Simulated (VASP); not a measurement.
Set up this calculation in VASP 6.6.1, as the native input.

```yaml
Task: band structure
Functional: LAK
Potentials_or_basis: VASP PAW PBE potentials, release 64 (Zn, S)
Cutoff: 520 eV
k_mesh: 8 × 8 × 5
Occupations: fermi-dirac, width 0.05 eV
Spin: no spin polarisation
Further_INCAR_settings: ALGO = Normal; EDIFF = 1e-06
```

The structure of ZnS (Wurtzite-2H) lies in POSCAR:

```
ZnS
1.0
    3.8110000000      0.0000000000      0.0000000000
   -1.9055000000      3.3004228138      0.0000000000
    0.0000000000      0.0000000000      6.2340000000
Zn S
2 2
Direct
    0.6666666667      0.3333333333      0.5000000000
    0.3333333333      0.6666666667      0.0000000000
    0.6666666667      0.3333333333      0.8850000000
    0.3333333333      0.6666666667      0.3850000000
```

These files were run (other wordings do the same):

INCAR

```
SYSTEM = ZnS
ALGO     = Normal         ! electronic algorithm
EDIFF    = 1E-6           ! SCF threshold, eV
ENCUT    = 520            ! plane-wave cutoff, eV
ISIF     = 2              ! what is computed and relaxed
ISMEAR   = -1             ! smearing method
LASPH    = .True.         ! aspherical terms in the spheres
LCHARG   = .False.        ! write CHGCAR
LMIXTAU  = .True.       
LREAL    = .False.        ! projectors in reciprocal space
LWAVE    = .False.        ! write WAVECAR
METAGGA  = LAK            ! meta-GGA
NELM     = 80             ! most SCF steps
PREC     = Accurate       ! precision mode
SIGMA    = 0.05           ! smearing width, eV
```

KPOINTS

```
k-points
0
Gamma
  8 8 5
  0 0 0
```

KPOINTS_OPT

```
path GMKGALHA,LM,KH
20
line-mode
reciprocal
 0.0000000000  0.0000000000  0.0000000000  G
 0.5000000000  0.0000000000  0.0000000000  M

 0.5000000000  0.0000000000  0.0000000000  M
 0.3333333333  0.3333333333  0.0000000000  K

 0.3333333333  0.3333333333  0.0000000000  K
 0.0000000000  0.0000000000  0.0000000000  G

 0.0000000000  0.0000000000  0.0000000000  G
 0.0000000000  0.0000000000  0.5000000000  A

 0.0000000000  0.0000000000  0.5000000000  A
 0.5000000000  0.0000000000  0.5000000000  L

 0.5000000000  0.0000000000  0.5000000000  L
 0.3333333333  0.3333333333  0.5000000000  H

 0.3333333333  0.3333333333  0.5000000000  H
 0.0000000000  0.0000000000  0.5000000000  A

 0.5000000000  0.0000000000  0.5000000000  L
 0.5000000000  0.0000000000  0.0000000000  M

 0.3333333333  0.3333333333  0.0000000000  K
 0.3333333333  0.3333333333  0.5000000000  H
```

Potentials or basis: VASP PAW PBE potentials, release 64 (Zn, S).

Launch:

```console
$ cat potpaw_PBE.64/Zn/POTCAR potpaw_PBE.64/S/POTCAR > POTCAR
$ mpirun -np 1 vasp_std > vasp.out
```

It gave:

```yaml
Pressure: 3.5 GPa
Largest_force: 0.333 eV/Å
Band_gap_on_the_k_mesh: 3.32 eV, direct
Band_gap_along_the_path: 3.32 eV, direct
```

Caveat: the PAW data sets were made with another functional, which shifts forces and pressure a little.

Run time: 6.5 min on 1 thread of Intel(R) Xeon(R) Platinum 8559C (Emerald Rapids), with other jobs on the host, peak memory 0.21 GiB.
